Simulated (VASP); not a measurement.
# Pm (Fm-3m) in VASP: a series of runs

One crystal, Pm, is run at these levels: LDA; tasks: single point.

Everything below comes from runs of VASP 6.6.1. Logs are shortened: lines on timing, memory, paths and dates and some standing lists are left out, and cuts for length are marked.

**1. Starting point**

Symmetry: Fm-3m, No. 225, cubic system. The conventional cell has a = 5.168 Å, b = 5.168 Å, c = 5.168 Å, α = 90.00°, β = 90.00°, γ = 90.00°. Around Pm (site symmetry m-3m) lie 12 Pm at 3.65 Å.

This isn't the form of Pm at room conditions, which is double hcp.

**2. Single point, LDA, collinear spin, ferromagnetic start**

Input file INCAR:

```
PREC     = Accurate       # precision mode
ENCUT    = 450            # plane-wave cutoff, eV
EDIFF    = 1E-6           # SCF threshold, eV
ISMEAR   = -1             # smearing method
SIGMA    = 0.05           # smearing width, eV
LREAL    = F              # projectors in reciprocal space
LASPH    = T              # aspherical terms in the spheres
NELM     = 100            # most SCF steps
ALGO     = Normal         # electronic algorithm
ISIF     = 2              # what is computed and relaxed
LWAVE    = F              # write WAVECAR
LCHARG   = F              # write CHGCAR
ISPIN    = 2              # spin polarisation
MAGMOM   = 4              # initial moments
LORBIT   = 11             # projections on sites
LMAXMIX  = 6              # l up to which the mixer works
GGA      = CA             # functional
NBANDS   = 18             # bands
ADDGRID  = F
```

Input file KPOINTS:

```
Automatic mesh
0
Gamma
  5 5 5
```

Input file POSCAR:

```
Pm
1.0
   -0.0555010000      2.5655700000      2.5293400000
    2.5242190000     -0.0080540000      2.4818930000
    2.6229240000      2.6168280000     -0.1067590000
Pm
1
Direct
    0.0077670000      0.0042080000     -0.0216400000
```

Potentials or basis: VASP PAW PBE potentials, release 64 (Pm).

The run is started by

```console
cat potpaw_PBE.64/Pm/POTCAR > POTCAR
mpirun -np 1 vasp_std > vasp.out
```

OUTCAR:

```text
PREC = Accurate
   ENCUT = 450
   EDIFF = 1E-6
   ISMEAR = -1
   LREAL = F
   LASPH = T
   NELM = 100
   ISIF = 2
   ISPIN = 2
   LORBIT = 11
   GGA = CA

 Found     63 irreducible k-points:

 Following reciprocal coordinates:
            Coordinates               Weight
  0.000000  0.000000  0.000000      1.000000
  0.200000  0.000000  0.000000      2.000000
  0.400000 -0.000000  0.000000      2.000000
  0.000000  0.200000 -0.000000      2.000000
  0.200000  0.200000  0.000000      2.000000
  0.400000  0.200000  0.000000      2.000000
   k-points           NKPTS =     63   k-points in BZ     NKDIM =     63   number of bands    NBANDS=     18
   number of dos      NEDOS =    301   number of ions     NIONS =      1
   total plane-waves  NPLWV =  18816
   dimension x,y,z NGX =    28 NGY =   24 NGZ =   28
   dimension x,y,z NGXF=    56 NGYF=   48 NGZF=   56
   ions per type =               1
   NGX,Y,Z   is equivalent  to a cutoff of  12.92, 11.27, 12.56 a.u.
   NGXF,Y,Z  is equivalent  to a cutoff of  25.84, 22.54, 25.12 a.u.
 SYSTEM =  unknown system
   PREC   = accura    normal or accurate (medium, high low for compatibility)
   ISTART =      0    job   : 0-new  1-cont  2-samecut
   ICHARG =      2    charge: 1-file 2-atom 10-const
   ISPIN  =      2    spin polarized calculation?
   LNONCOLLINEAR =      F non collinear calculations
   LSORBIT =      F    spin-orbit coupling
   LASPH  =      T    aspherical Exc in radial PAW
   ENCUT  =  450.0 eV  33.07 Ry    5.75 a.u.   6.23  6.12  6.41*2*pi/ulx,y,z
   NELM   =    100;   NELMIN=  2; NELMDL= -5     # of ELM steps
   EDIFF  = 0.1E-05   stopping-criterion for ELM
[... 12 lines left out ...]
   EMIN   =  10.00;   EMAX   =-10.00  energy-range for DOS
   EFERMI =   0.00;   METHOD = LEGACY
   ISMEAR =    -1;   SIGMA  =   0.05  broadening in eV -4-tet -1-fermi 0-gaus
   EFERMI_NEDOS =   21; number of points for ismear=-14 and -15
   IALGO  =     38    algorithm
   IMIX   =      4    mixing-type and parameters
     AMIX     =   0.40;   BMIX     =  1.00
     AMIX_MAG =   1.60;   BMIX_MAG =  1.00
  volume/ion in A,a.u.               =      34.51       232.91
  Fermi-wavevector in a.u.,A,eV,Ry     =   1.240052  2.343359 20.922083  1.537730
  Thomas-Fermi vector in A             =   2.374509
   LORBIT       =     11    0 simple, 1 ext, 2 COOP (PROOUT), +10 PAW based schemes
[... 5 lines left out ...]
   LRPA    =     F    only Hartree local field effects (RPA)
 spin polarized calculation
  energy-cutoff  :      450.00
  volume of cell :       34.51
 maximum number of plane-waves:       757
 NGX is ok and might be reduce to    28

 number of electron      15.0000001 magnetization       5.1873880

 Free energy of the ion-electron system (eV)
  ---------------------------------------------------
  ext. energy  EPLUGINS =         0.00000000
  ---------------------------------------------------
  free energy    TOTEN  =        -7.90350470 eV

  energy without entropy =       -7.79907368  energy(sigma->0) =       -7.85128919

 E-fermi :   5.4891     XC(G=0): -10.0541

 val. band max:        5.4864215042   @ k =   0.4000   0.2000   0.2000
 cond. band min:       5.4920639023   @ k =   0.4000  -0.0000   0.2000
 fundamental gap:      0.0056423981
 Fermi energy:         5.4891041020

 spin component 1

 k-point     1 :       0.0000    0.0000    0.0000
  band No.  band energies     occupation
      1     -32.8930      1.00000
      2     -12.9686      1.00000
      3     -12.9076      1.00000
      4     -12.8601      1.00000
      5       1.4012      1.00000
      6       5.1954      0.99720
[... 10 lines left out ...]
     17       9.8323      0.00000
     18      14.8903      0.00000

 k-point     2 :       0.2000    0.0000    0.0000
  band No.  band energies     occupation
      1     -32.8543      1.00000
      2     -13.3065      1.00000
      3     -12.9905      1.00000
      4     -12.9131      1.00000
      5       2.4109      1.00000
      6       5.1515      0.99883
[... 10 lines left out ...]
     17       9.6681      0.00000
     18      15.4283      0.00000

 k-point     3 :       0.4000   -0.0000    0.0000
  band No.  band energies     occupation
      1     -32.7907      1.00000
      2     -13.8755      1.00000
      3     -13.0466      1.00000
      4     -12.9952      1.00000
      5       3.5357      1.00000
      6       5.1916      0.99740
[... 10 lines left out ...]
     17      11.3292      0.00000
     18      14.2090      0.00000

 k-point     4 :       0.0000    0.2000   -0.0000
  band No.  band energies     occupation
      1     -32.8483      1.00000
      2     -13.2988      1.00000
      3     -13.0092      1.00000
      4     -12.9520      1.00000
      5       2.4657      1.00000
      6       5.1486      0.99890
[... 10 lines left out ...]
     17       9.5051      0.00000
     18      15.3581      0.00000

 k-point     5 :       0.2000    0.2000    0.0000
  band No.  band energies     occupation
      1     -32.8369      1.00000
      2     -13.2886      1.00000
      3     -13.0714      1.00000
      4     -13.0394      1.00000
      5       2.7977      1.00000
      6       5.0406      0.99987
[... 10 lines left out ...]
     17      10.1978      0.00000
     18      17.3239      0.00000

 k-point     6 :       0.4000    0.2000    0.0000
  band No.  band energies     occupation
      1     -32.7820      1.00000
      2     -13.6857      1.00000
      3     -13.1838      1.00000
      4     -13.1472      1.00000
      5       4.0544      1.00000
      6       5.0831      0.99970
[... 10 lines left out ...]
     17      11.3822      0.00000
     18      15.4271      0.00000

 [... further k-points ...]

 spin component 2

 k-point     1 :       0.0000    0.0000    0.0000
  band No.  band energies     occupation
      1     -30.9207      1.00000
      2     -11.3809      1.00000
      3     -11.3092      1.00000
      4     -11.2567      1.00000
      5       2.1674      1.00000
      6       7.6787      0.00000
[... 10 lines left out ...]
     17      10.7930      0.00000
     18      15.9032      0.00000

 k-point     2 :       0.2000    0.0000    0.0000
  band No.  band energies     occupation
      1     -30.8764      1.00000
      2     -11.7602      1.00000
      3     -11.4035      1.00000
      4     -11.3150      1.00000
      5       3.2086      1.00000
      6       6.9565      0.00000
[... 10 lines left out ...]
     17      10.7113      0.00000
     18      16.2958      0.00000

 k-point     3 :       0.4000   -0.0000    0.0000
  band No.  band energies     occupation
      1     -30.8036      1.00000
      2     -12.3927      1.00000
      3     -11.4656      1.00000
      4     -11.4055      1.00000
      5       4.3387      1.00000
      6       7.4307      0.00000
[... 10 lines left out ...]
     17      12.4072      0.00000
     18      15.1790      0.00000

 k-point     4 :       0.0000    0.2000   -0.0000
  band No.  band energies     occupation
      1     -30.8698      1.00000
      2     -11.7488      1.00000
      3     -11.4252      1.00000
      4     -11.3584      1.00000
      5       3.2592      1.00000
      6       7.0202      0.00000
[... 10 lines left out ...]
     17      10.5671      0.00000
     18      16.2018      0.00000

 k-point     5 :       0.2000    0.2000    0.0000
  band No.  band energies     occupation
      1     -30.8568      1.00000
      2     -11.7406      1.00000
      3     -11.4928      1.00000
      4     -11.4557      1.00000
      5       3.6012      1.00000
      6       6.5018      0.00000
[... 10 lines left out ...]
     17      11.2199      0.00000
     18      18.1160      0.00000

 k-point     6 :       0.4000    0.2000    0.0000
  band No.  band energies     occupation
      1     -30.7939      1.00000
      2     -12.1823      1.00000
      3     -11.6166      1.00000
      4     -11.5772      1.00000
      5       4.8761      1.00000
      6       6.2878      0.00000
[... 10 lines left out ...]
     17      12.4482      0.00000
     18      16.4022      0.00000

 [... further k-points ...]
[... 5 lines left out ...]
  --------------------------------------------------------------------------------------
  -------------------------------------------------------------------------------------
  Total       -0.6798335     -0.6912778     -0.6718871     -0.0635641      0.0880091      0.2218558
  in kB      -31.5585773    -32.0898344    -31.1896961     -2.9507123      4.0854734     10.2987772
  external PRESSURE =     -31.6127026 kB  Pullay stress =       0.0000000 kB

 VOLUME and BASIS-vectors are now :
 -----------------------------------------------------------------------------
  energy-cutoff  :      450.00
  volume of cell :       34.51
      direct lattice vectors                 reciprocal lattice vectors
    -0.055501000  2.565570000  2.529340000    -0.188150331  0.196421533  0.191996440
     2.524219000 -0.008054000  2.481893000     0.199708474 -0.192047705  0.199180755
     2.622924000  2.616828000 -0.106759000     0.185079531  0.188976904 -0.187622612

 POSITION                                       TOTAL-FORCE (eV/Angst)
 -----------------------------------------------------------------------------------
      2.57635      2.58009     -0.07436        -0.000000      0.000000     -0.000000
 -----------------------------------------------------------------------------------
    total drift:                               -0.000003      0.000001     -0.000006

  FREE ENERGIE OF THE ION-ELECTRON SYSTEM (eV)
  ---------------------------------------------------
  free  energy   TOTEN  =        -7.9035046980 eV

  energy  without entropy=       -7.7990736811  energy(sigma->0) =       -7.85128919

 total charge

# of ion       s       p       d       f       tot
--------------------------------------------------
    1        2.048   5.474   0.486   4.402  12.410

 magnetization (x)

# of ion       s       p       d       f       tot
--------------------------------------------------
    1       -0.002   0.029   0.182   4.388   4.598
```

Wall time 42 s (1 thread of Intel Xeon 6975P-C (Granite Rapids), shared host); peak memory 0.18 GiB.

The run converged, but some of its settings lie outside the range that counts as converged, so its numbers aren't taken as properties of the crystal.

Results:

* Free energy: -7.9035 eV
* Pressure: -3.2 GPa
* Band gap on the k mesh: none (metal or under the smearing width)
* Net moment: 5.19 μB per cell
* Site moments: Pm +4.60 μB
* Valence electrons inside the program's atomic spheres: Pm 12.41

Caveat: the k mesh is coarse (spacing up to 0.43 Å⁻¹), so the values aren't converged; the magnetic or orbital state may not be the lowest; the PAW data sets were made with another functional, which shifts forces and pressure a little; spin-orbit coupling is left out, which moves the levels of the heavy elements.

**3. Single point, LDA, collinear spin, ferromagnetic start**

This run uses another cell than the first one, of the same volume but with other edges.

INCAR: that of step 2 with these lines changed.

```diff
@@ -4,3 +4,3 @@
 ISMEAR   = -1             # smearing method
-SIGMA    = 0.05           # smearing width, eV
+SIGMA    = 0.02           # smearing width, eV
 LREAL    = F              # projectors in reciprocal space
```

KPOINTS is that of step 2.

Input file POSCAR:

```
Pm
1.0
    0.0000000000      2.5841748100      2.5841748100
    2.5841748100      0.0000000000      2.5841748100
    2.5841748100      2.5841748100      0.0000000000
Pm
1
Direct
    0.0000000000      0.0000000000      0.0000000000
```

Potentials or basis: VASP PAW PBE potentials, release 64 (Pm).

The run is started by

```console
cat potpaw_PBE.64/Pm/POTCAR > POTCAR
mpirun -np 1 vasp_std > vasp.out
```

It took 10 s on 1 thread of Intel Xeon 6975P-C (Granite Rapids), shared host; peak memory 0.16 GiB.

The run converged, but some of its settings lie outside the range that counts as converged, so its numbers aren't taken as properties of the crystal.

Results:

- Free energy: -7.8696 eV
- Pressure: -3.6 GPa
- Band gap on the k mesh: none (metal or under the smearing width)
- Net moment: 5.26 μB per cell
- Site moments: Pm +4.62 μB
- Valence electrons inside the program's atomic spheres: Pm 12.41

Caveat: the k mesh is coarse (spacing up to 0.42 Å⁻¹), so the values aren't converged; the magnetic or orbital state may not be the lowest; the PAW data sets were made with another functional, which shifts forces and pressure a little; spin-orbit coupling is left out, which moves the levels of the heavy elements.

**4. Single point, LDA, collinear spin, ferromagnetic start**

INCAR is that of step 3.

KPOINTS is that of step 3.

Input file POSCAR:

```
Pm
1.0
   -0.0555010000      2.5655700000      2.5293400000
    2.5242190000     -0.0080540000      2.4818930000
    2.6229240000      2.6168280000     -0.1067590000
Pm
1
Direct
    0.0077670000      0.0042080000     -0.0216400000
```

The run is started by

```console
cat potpaw_PBE.64/Pm/POTCAR > POTCAR
mpirun -np 1 vasp_std > vasp.out
```

Wall time 45 s (1 thread of Intel Xeon 6975P-C (Granite Rapids), shared host); peak memory 0.18 GiB.

These settings aren't checked as converged: the numbers below hold their error.

What came out:

| Item | Value |
| --- | --- |
| Free energy | -7.8607 eV |
| Pressure | -2.9 GPa |
| Band gap on the k mesh | none (metal or under the smearing width) |
| Net moment | 5.24 μB per cell |
| Site moments | Pm +4.62 μB |
| Valence electrons inside the program's atomic spheres | Pm 12.41 |

Caveat: the k mesh is coarse (spacing up to 0.43 Å⁻¹), so the values aren't converged; the magnetic or orbital state may not be the lowest; the PAW data sets were made with another functional, which shifts forces and pressure a little; spin-orbit coupling is left out, which moves the levels of the heavy elements.

(Continued in part 2 of 2.)
